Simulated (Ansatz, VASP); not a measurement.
Given: the input of a run of VASP 6.6.1 on BAs.

Contents of INCAR:

```
SYSTEM = BAs
PREC = Accurate
ENCUT = 520
EDIFF = 1E-6
ISMEAR = -1
SIGMA = 0.05
LREAL = .FALSE.
LASPH = .TRUE.
NELM = 80
ALGO = Fast
ISIF = 2
LWAVE = .FALSE.
LCHARG = .FALSE.
GGA = RE
```

The input KPOINTS:

```
regular mesh
0
G
  10 10 10
  0 0 0
```

File POSCAR:

```
BAs
1.0
    0.0000000000      2.3885000000      2.3885000000
    2.3885000000      0.0000000000      2.3885000000
    2.3885000000      2.3885000000      0.0000000000
As B
1 1
Direct
    0.7500000000      0.7500000000      0.7500000000
    0.0000000000      0.0000000000      0.0000000000
```

Contents of KPOINTS_OPT:

```
path GXWKGLUWLK,UX
10
line-mode
reciprocal
 0.0000000000  0.0000000000  0.0000000000  G
 0.5000000000  0.0000000000  0.5000000000  X

 0.5000000000  0.0000000000  0.5000000000  X
 0.5000000000  0.2500000000  0.7500000000  W

 0.5000000000  0.2500000000  0.7500000000  W
 0.3750000000  0.3750000000  0.7500000000  K

 0.3750000000  0.3750000000  0.7500000000  K
 0.0000000000  0.0000000000  0.0000000000  G

 0.0000000000  0.0000000000  0.0000000000  G
 0.5000000000  0.5000000000  0.5000000000  L

 0.5000000000  0.5000000000  0.5000000000  L
 0.6250000000  0.2500000000  0.6250000000  U

 0.6250000000  0.2500000000  0.6250000000  U
 0.5000000000  0.2500000000  0.7500000000  W

 0.5000000000  0.2500000000  0.7500000000  W
 0.5000000000  0.5000000000  0.5000000000  L

 0.5000000000  0.5000000000  0.5000000000  L
 0.3750000000  0.3750000000  0.7500000000  K

 0.6250000000  0.2500000000  0.6250000000  U
 0.5000000000  0.0000000000  0.5000000000  X
```

Potentials or basis: VASP PAW PBE potentials, release 64 (As, B).

Run with:

```sh
$ cat potpaw_PBE.64/As/POTCAR potpaw_PBE.64/B/POTCAR > POTCAR
$ mpirun -np 1 vasp_std > vasp.out
```

**Question.** Set up the same calculation for Ansatz 0.2.0. Potentials there: Ansatz PAW.

**Answer.** As run (the cutoff follows the program's own potentials):

input.yaml

```yaml
crystal:
  lattice:
    - [0.0, 2.3885, 2.3885]
    - [2.3885, 0.0, 2.3885]
    - [2.3885, 2.3885, 0.0]
  atoms:
    - { symbol: As, position: [0.75, 0.75, 0.75] }
    - { symbol: B, position: [0.0, 0.0, 0.0] }
hamiltonian:
  xc: revpbe
  pseudopotentials: { kind: paw }
kpoints:
  mp_grid: { grid: [10, 10, 10] }
  band_path:
    path:
      - [[0.0, 0.0, 0.0], [0.5, 0.0, 0.5], [0.5, 0.25, 0.75], [0.375, 0.375, 0.75], [0.0, 0.0, 0.0], [0.5, 0.5, 0.5], [0.625, 0.25, 0.625], [0.5, 0.25, 0.75], [0.5, 0.5, 0.5], [0.375, 0.375, 0.75]]
      - [[0.625, 0.25, 0.625], [0.5, 0.0, 0.5]]
    npoints: 14
scf:
  occupations: { method: fermi_dirac, width: 0.05 }
  n_extra_bands: 6
output:
  forces: true
  stress: true
  eigenvalues: true
  fatbands: false
```

Potentials or basis: Ansatz PAW.

Launch:

```bash
$ ansatz run input.yaml --threads 2 --pin off --max-ram 5632MiB --backend cpu --events-out ev --progress --plain --runs-dir out
```

Both were run:

|  | VASP | Ansatz | Ansatz less VASP |
| --- | --- | --- | --- |
| gap on the k mesh at the Fermi level (eV) | 1.20 | 1.21 | +0.010 |
| least direct gap on the mesh (eV) | 3.27 | 3.28 | +0.006 |
| gap along the band path (eV) | 1.20 | 1.21 | +0.010 |
| pressure (GPa) | 5.4 | 4.8 | -0.59 |

The two sets of potentials don't hold the same shells in valence.

Caveats: the PAW data sets were made with another functional, which shifts forces and pressure a little (VASP); the PAW data sets come from PBE, with cores solved anew for the run's functional, which leaves a small shift of forces and pressure (Ansatz). Expect the measured gap to be larger: semilocal functionals such as revPBE lack the derivative discontinuity.
